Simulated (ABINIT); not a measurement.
# Ge (Fd-3m) in ABINIT: convergence with pawecutdg

Aim: find how far pawecutdg must go before the results for Ge settle, at PBE. This setting moves, with any that are tied to it; all else stays.

Everything below comes from runs of ABINIT 10.8.3 (patched build). Logs are shortened: lines on timing, memory, paths and dates and some standing lists are left out, and cuts for length are marked. The log counts tension as positive stress, the text compression.

### 1 The structure

The structure is cubic, space group Fd-3m (No. 227). Conventional cell: a = 5.658 Å, b = 5.658 Å, c = 5.658 Å, α = 90.00°, β = 90.00°, γ = 90.00°. Ge (site symmetry -43m) is surrounded by 4 Ge at 2.45 Å.

### 2 With pawecutdg 22 Ha

run.abi reads:

```
pp_dirpath "./"
pseudos "Ge.GGA_PBE-JTH.xml"

acell 3*1.0
rprim
     0.0000000000     5.3458651312     5.3458651312
     5.3458651312     0.0000000000     5.3458651312
     5.3458651312     5.3458651312     0.0000000000
ntypat 1
znucl 32
natom 2
typat 1 1
xcart
     8.0187976968     8.0187976968     8.0187976968
     5.3458651312     5.3458651312     5.3458651312

ecut 22.0
pawecutdg 22.0
pawxcdev 0

kptopt 1
ngkpt 8 8 8
nshiftk 1
shiftk 0.0 0.0 0.0

ixc 11

nband 18
occopt 6
tsmear 0.05 eV

nstep 100
tolvrs 1.0e-9

iomode 3
prtwf 0
prtden 0
prteig 0
prtebands 0
enunit 2
```

Potentials or basis: JTH PAW PBE v2.0.

Launch:

```
abinit run.abi > log 2>&1
```

Wall time 20 s (1 thread of Arm Neoverse V2, shared host); peak memory 0.11 GiB.

Results (log left out):

```yaml
Free_energy: -5201.6741 eV
Pressure: 3.1 GPa
Band_gap_on_the_k_mesh: none (metal or under the smearing width)
Valence_electrons_inside_the_program's_atomic_spheres: Ge 12.38 (radii [1.2196] Å)
```

### 3 With pawecutdg 26.4

run.abi: that of step 2 with these lines changed.

```diff
@@ -17,3 +17,3 @@
 ecut 22.0
-pawecutdg 22.0
+pawecutdg 26.4
 pawxcdev 0
```

Potentials or basis: JTH PAW PBE v2.0.

Launch:

```
abinit run.abi > log 2>&1
```

Run time: 22 s. Hardware: 1 thread of Arm Neoverse V2, shared host; peak memory 0.11 GiB.

It converged, with:

- Free energy: -5201.6742 eV
- Pressure: 3.2 GPa
- Band gap on the k mesh: none (metal or under the smearing width)
- Valence electrons inside the program's atomic spheres: Ge 12.39 (radii [1.2196] Å)

### 4 With pawecutdg 33

run.abi: that of step 3 with these lines changed.

```diff
@@ -17,3 +17,3 @@
 ecut 22.0
-pawecutdg 26.4
+pawecutdg 33.0
 pawxcdev 0
```

Launch:

```
abinit run.abi > log 2>&1
```

Run time: 22 s. Hardware: 1 thread of Arm Neoverse V2, shared host; peak memory 0.12 GiB.

The run converged. Its results:

| Item | Value |
| --- | --- |
| Free energy | -5201.6744 eV |
| Pressure | 3.1 GPa |
| Band gap on the k mesh | none (metal or under the smearing width) |
| Valence electrons inside the program's atomic spheres | Ge 12.40 (radii [1.2196] Å) |

### 5 With pawecutdg 39.6

run.abi: that of step 4 with these lines changed.

```diff
@@ -17,3 +17,3 @@
 ecut 22.0
-pawecutdg 33.0
+pawecutdg 39.6
 pawxcdev 0
```

Launch:

```
abinit run.abi > log 2>&1
```

It took 22 s on 1 thread of Arm Neoverse V2, shared host; peak memory 0.12 GiB.

The run converged. Its results:

```
Free energy                                           : -5201.6747 eV
Pressure                                              : 3.1 GPa
Band gap on the k mesh                                : none (metal or under the smearing width)
Valence electrons inside the program's atomic spheres : Ge 12.40, 12.39 (radii [1.2196] Å)
```

### 6 With pawecutdg 48.4

run.abi: that of step 5 with these lines changed.

```diff
@@ -17,3 +17,3 @@
 ecut 22.0
-pawecutdg 39.6
+pawecutdg 48.4
 pawxcdev 0
```

Potentials or basis: JTH PAW PBE v2.0.

Launch:

```
abinit run.abi > log 2>&1
```

Run time: 22 s. Hardware: 1 thread of Arm Neoverse V2, shared host; peak memory 0.13 GiB.

It converged, with:

- Free energy: -5201.6747 eV
- Pressure: 3.2 GPa
- Band gap on the k mesh: none (metal or under the smearing width)
- Valence electrons inside the program's atomic spheres: Ge 12.40 (radii [1.2196] Å)

### 7 With pawecutdg 59.4

run.abi: that of step 6 with these lines changed.

```diff
@@ -17,3 +17,3 @@
 ecut 22.0
-pawecutdg 48.4
+pawecutdg 59.4
 pawxcdev 0
```

Launch:

```
abinit run.abi > log 2>&1
```

Wall time 26 s (1 thread of Arm Neoverse V2, shared host); peak memory 0.15 GiB.

Results (log left out):

* Free energy: -5201.6748 eV
* Pressure: 3.1 GPa
* Band gap on the k mesh: none (metal or under the smearing width)
* Valence electrons inside the program's atomic spheres: Ge 12.39, 12.40 (radii [1.2196] Å)

### 8 With pawecutdg 72.6

run.abi: that of step 7 with these lines changed.

```diff
@@ -17,3 +17,3 @@
 ecut 22.0
-pawecutdg 59.4
+pawecutdg 72.6
 pawxcdev 0
```

Potentials or basis: JTH PAW PBE v2.0.

Launch:

```
abinit run.abi > log 2>&1
```

run.abo:

```text
.Version 10.8.3 of ABINIT
 Symmetries : space group Fd -3 m (#227); Bravais cF (face-center cubic)
================================================================================
 Values of the parameters that define the memory need of the present run
     intxc =       0    ionmov =       0      iscf =      17    lmnmax =      18
     lnmax =       6     mgfft =      32  mpssoang =       3    mqgrid =    3001
     natom =       2  nloc_mem =       2    nspden =       1   nspinor =       1
    nsppol =       1      nsym =      48    n1xccc =       1    ntypat =       1
    occopt =       6   xclevel =       2
       mpw =        1540          nfft =       32768          nkpt =          29
 PAW method is used; the additional fine FFT grid is defined by:
   mgfftf=        60    nfftf =    216000
================================================================================
================================================================================

--------------------------------------------------------------------------------
------------- Echo of variables that govern the present computation ------------
--------------------------------------------------------------------------------
 -outvars: echo values of preprocessed input variables --------
            acell      1.0000000000E+00  1.0000000000E+00  1.0000000000E+00 Bohr
              amu      7.26100000E+01
             ecut      2.20000000E+01 Hartree
           enunit           2
              ixc          11
         kptrlatt        8    0    0      0    8    0      0    0    8
          kptrlen      6.04815598E+01
            natom           2
            nband          18
            ngfft          32      32      32
          ngfftdg          60      60      60
             nkpt          29
            nstep         100
             nsym          48
           ntypat           1
           occopt           6
        pawecutdg      7.26000000E+01 Hartree
         pawxcdev           0
           prtden           0
        prtebands           0
           prteig           0
            prtwf           0
            rprim      0.0000000000E+00  5.3458651312E+00  5.3458651312E+00
                       5.3458651312E+00  0.0000000000E+00  5.3458651312E+00
                       5.3458651312E+00  5.3458651312E+00  0.0000000000E+00
          spgroup         227
           tolvrs      1.00000000E-09
           tsmear      1.83746611E-03 Hartree
            typat      1  1
           useylm           1
           xangst      4.2433649971E+00  4.2433649971E+00  4.2433649971E+00
                       2.8289099981E+00  2.8289099981E+00  2.8289099981E+00
            xcart      8.0187976968E+00  8.0187976968E+00  8.0187976968E+00
                       5.3458651312E+00  5.3458651312E+00  5.3458651312E+00
             xred      7.5000000000E-01  7.5000000000E-01  7.5000000000E-01
                       5.0000000000E-01  5.0000000000E-01  5.0000000000E-01
            znucl       32.00000

================================================================================
[... 125 lines left out ...]
    2      2.82890999807285     2.82890999807285     2.82890999807285

 cartesian forces (hartree/bohr) at end:
    1      0.00000000000000     0.00000000000000    -0.00000000000000
    2     -0.00000000000000    -0.00000000000000     0.00000000000000
 frms,max,avg= 6.1747065E-31 9.0998223E-31   0.000E+00  0.000E+00  0.000E+00 h/b

 cartesian forces (eV/Angstrom) at end:
    1      0.00000000000000     0.00000000000000    -0.00000000000000
    2     -0.00000000000000    -0.00000000000000     0.00000000000000
 frms,max,avg= 3.1751618E-29 4.6793167E-29   0.000E+00  0.000E+00  0.000E+00 e/A
 length scales=  1.000000000000  1.000000000000  1.000000000000 bohr
              =  0.529177210544  0.529177210544  0.529177210544 angstroms
 Fermi (or HOMO) energy (hartree) =   0.25687   Average Vxc (hartree)=  -0.34038
 Eigenvalues (hartree) for nkpt=  29  k points:
 kpt#   1, nband= 18, wtk=  0.00195, kpt=  0.0000  0.0000  0.0000 (reduced coord)
  -0.65550   -0.65550   -0.65550   -0.65418   -0.65418   -0.64641   -0.64641   -0.64641
  -0.64593   -0.64593   -0.21378    0.25618    0.25618    0.25618    0.25662    0.35004
   0.35004    0.35004
      occupation numbers for kpt#   1
   2.00000    2.00000    2.00000    2.00000    2.00000    2.00000    2.00000    2.00000
   2.00000    2.00000    2.00000    1.59013    1.59013    1.59013    1.22992    0.00000
   0.00000    0.00000
 prteigrs : prtvol=0 or 1, do not print more k-points.

 Fermi (or HOMO) energy (eV) =   6.98978   Average Vxc (eV)=  -9.26210
 Eigenvalues (   eV  ) for nkpt=  29  k points:
 kpt#   1, nband= 18, wtk=  0.00195, kpt=  0.0000  0.0000  0.0000 (reduced coord)
 -17.83707  -17.83707  -17.83707  -17.80113  -17.80113  -17.58970  -17.58970  -17.58970
 -17.57663  -17.57663   -5.81716    6.97095    6.97095    6.97095    6.98292    9.52502
   9.52502    9.52502
 prteigrs : prtvol=0 or 1, do not print more k-points.

--- !EnergyTerms
iteration_state     : {dtset: 1, }
comment             : Components of total free energy in Hartree
kinetic             :  1.30807769199091E+01
hartree             :  4.44830766722115E+01
xc                  : -4.63351076669950E+00
Ewald energy        : -9.87503791004545E+01
psp_core            :  3.71373064293366E+00
local_psp           : -1.44322519977224E+02
PAW spherical_terms : -4.72919066727098E+00
internal            : -1.91158016276594E+02
'-kT*entropy'       : -2.84016389752935E-06
total_energy        : -1.91158019116758E+02
total_energy_eV     : -5.20167469220273E+03
...

--- !EnergyTermsDC
iteration_state     : {dtset: 1, }
comment             : '"Double-counting" decomposition of free energy'
band_energy         : -1.26236391224691E+01
Ewald energy        : -9.87503791004545E+01
psp_core            :  3.71373064293366E+00
xc_dc               : -4.32784383714756E+01
PAW spherical_terms : -4.02192920138660E+01
internal            : -1.91158017965332E+02
'-kT*entropy'       : -2.84016389752935E-06
total_energy_dc     : -1.91158020805495E+02
total_energy_dc_eV  : -5.20167473815561E+03
...

--- !EnergyTermsWithPAWCore
iteration_state     : {dtset: 1, }
comment             : 'Components of total free energy, including PAW core contributions'
Total energy        : -4.19799450729887E+03
Total energy DC     : -4.19799450898761E+03
Total energy (eV)   : -1.14233249996616E+05
Total energy DC (eV): -1.14233250042569E+05
...

 Cartesian components of stress tensor (hartree/bohr^3)
  sigma(1 1)= -1.07009356E-04  sigma(3 2)=  0.00000000E+00
  sigma(2 2)= -1.07009356E-04  sigma(3 1)=  0.00000000E+00
  sigma(3 3)= -1.07009356E-04  sigma(2 1)=  0.00000000E+00

-Cartesian components of stress tensor (GPa)         [Pressure=  3.1483E+00 GPa]
- sigma(1 1)= -3.14832395E+00  sigma(3 2)=  0.00000000E+00
- sigma(2 2)= -3.14832395E+00  sigma(3 1)=  0.00000000E+00
- sigma(3 3)= -3.14832395E+00  sigma(2 1)=  0.00000000E+00

== END DATASET(S) ==============================================================
================================================================================

 -outvars: echo values of variables after computation  --------
            acell      1.0000000000E+00  1.0000000000E+00  1.0000000000E+00 Bohr
           etotal     -1.9115802081E+02
            fcart      2.2134702780E-31  5.1647639821E-31 -9.0998222542E-31
                      -2.2134702780E-31 -5.1647639821E-31  9.0998222542E-31
            rprim      0.0000000000E+00  5.3458651312E+00  5.3458651312E+00
                       5.3458651312E+00  0.0000000000E+00  5.3458651312E+00
                       5.3458651312E+00  5.3458651312E+00  0.0000000000E+00
           strten     -1.0700935590E-04 -1.0700935590E-04 -1.0700935590E-04
                       0.0000000000E+00  0.0000000000E+00  0.0000000000E+00
           xangst      4.2433649971E+00  4.2433649971E+00  4.2433649971E+00
                       2.8289099981E+00  2.8289099981E+00  2.8289099981E+00
             xred      7.5000000000E-01  7.5000000000E-01  7.5000000000E-01
                       5.0000000000E-01  5.0000000000E-01  5.0000000000E-01
 Calculation completed.
```

Run time: 26 s. Hardware: 1 thread of Arm Neoverse V2, shared host; peak memory 0.17 GiB.

Results:

```
Free energy                                           : -5201.6747 eV
Pressure                                              : 3.1 GPa
Band gap on the k mesh                                : none (metal or under the smearing width)
Valence electrons inside the program's atomic spheres : Ge 12.39 (radii [1.2196] Å)
```

### 9 Summary

| pawecutdg | energy less the tightest run (meV/atom) | SCF cycles | CPU time (s) | peak memory (GiB) |
| --- | --- | --- | --- | --- |
| 22 Ha | 0.30 | 10 | 20 | 0.11 |
| 26.4 | 0.27 | 11 | 22 | 0.11 |
| 33 | 0.17 | 11 | 22 | 0.12 |
| 39.6 | 0.02 | 11 | 22 | 0.12 |
| 48.4 | 0.00 | 11 | 22 | 0.13 |
| 59.4 | -0.01 | 13 | 26 | 0.15 |
| 72.6 | 0.00 | 13 | 26 | 0.17 |

Against the tightest run, the energy stays within 1 meV/atom from 22 Ha on. The tightest run that finished is the yardstick and may itself not be fully converged.
